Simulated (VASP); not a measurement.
## Ti: single point with PBE

Crystal: Ti.

```
Ti
1.0
     2.95000    0.00000    0.00000
    -1.47500    2.55477    0.00000
     0.00000    0.00000    4.68000
Ti
2
Direct
  0.66667 0.33333 0.75000
  0.33333 0.66667 0.25000
```

```json
{"Program": "VASP 6.6.1", "Task": "single point", "Functional": "PBE", "Potentials or basis": "VASP PAW PBE potentials, release 64 (Ti_sv)", "Cutoff": "520 eV", "k mesh": "10 × 10 × 6", "Occupations": "fermi-dirac, width 0.05 eV", "Spin": "no spin polarisation"}
```

```json
{
 "Pressure": "-1.7 GPa",
 "Band gap on the k mesh": "none (metal or under the smearing width)"
}
```

Stress tensor (GPa, compression positive):
```
-1.58  0.00  0.00
 0.00 -1.58  0.00
 0.00  0.00 -1.98
```

Levels at points of the mesh, in eV from the Fermi level:
| k point | band 8 | band 9 | band 10 | band 11 | band 12 | band 13 | band 14 | band 15 | band 16 | band 17 |
| --- | --- | --- | --- | --- | --- | --- | --- | --- | --- | --- |
| (0.00, 0.00, 0.00) | -32.74 | -6.16 | -2.64 | 0.73 | 0.78 | 0.78 | 0.87 | 1.26 | 1.26 | 1.61 |
| (0.50, 0.00, 0.00) | -32.81 | -2.32 | -2.10 | -1.80 | -0.63 | 0.49 | 0.62 | 1.16 | 3.29 | 3.51 |
| (0.00, 0.00, 0.50) | -32.79 | -4.33 | -4.33 | 0.09 | 0.09 | 0.69 | 0.69 | 0.69 | 0.69 | 2.75 |
| (0.50, 0.00, 0.50) | -32.89 | -2.49 | -2.49 | -0.79 | -0.79 | 1.30 | 1.30 | 1.71 | 1.71 | 3.42 |

Wall time 34 s on 1 thread of Intel(R) Xeon(R) Platinum 8488C (Sapphire Rapids), on a shared host, peak memory 0.16 GiB.
